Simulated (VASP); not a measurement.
Wanted: the native input for a VASP 6.6.1 run.

```
Task                   : single point
Functional             : LDA
Potentials or basis    : VASP PAW LDA potentials, release 64 (Mg, I)
Cutoff                 : 520 eV
k mesh                 : 6 × 6 × 4
Occupations            : gaussian, width 0.05 eV
Spin                   : no spin polarisation
Dipole correction      : no
Further INCAR settings : ALGO = Normal; EDIFF = 1e-07; NBANDS = 15
```

The structure of MgI2 lies in POSCAR:

```
MgI2
1.0
    4.0036596225      0.0000000000      0.0000000000
   -2.0018298112      3.4672709412      0.0000000000
    0.0000000000      0.0000000000      6.5674753639
Mg I
1 2
Direct
    0.0000000000      0.0000000000      0.0000000000
    0.3333333333      0.6666666667      0.7373977874
    0.6666666667      0.3333333333      0.2626022126
```

The cell isn't the ideal one: shift of I2 along [0 0 1], its symmetry partners moved alike: -0.100 Å in the relaxed cell; volume per atom at fixed shape 30.3894.

The input as run:

INCAR

```
SYSTEM = MgI2
PREC = Accurate
ENCUT = 520
EDIFF = 1E-7
ISMEAR = 0
SIGMA = 0.05
LREAL = .False.
LASPH = .True.
NELM = 80
ALGO = Normal
ISIF = 2
LWAVE = .False.
LCHARG = .False.
GGA = CA
NBANDS = 15
```

KPOINTS

```
Automatic mesh
0
Gamma
  6 6 4
  0 0 0
```

Potentials or basis: VASP PAW LDA potentials, release 64 (Mg, I).

The run is started by

```bash
$ cat potpaw_LDA.64/Mg/POTCAR potpaw_LDA.64/I/POTCAR > POTCAR
$ mpirun -np 1 vasp_std > vasp.out
```

It gave:

```
Pressure               : 0.4 GPa
Largest force          : 0.356 eV/Å
Band gap on the k mesh : 3.25 eV, indirect (least direct gap 3.62 eV)
```

Caveat: spin-orbit coupling is left out, which moves the levels of the heavy elements.

Run time: 15 s on 1 thread of AMD EPYC 9R45 96-Core Processor (Zen 5), with other jobs on the host, peak memory 0.15 GiB.
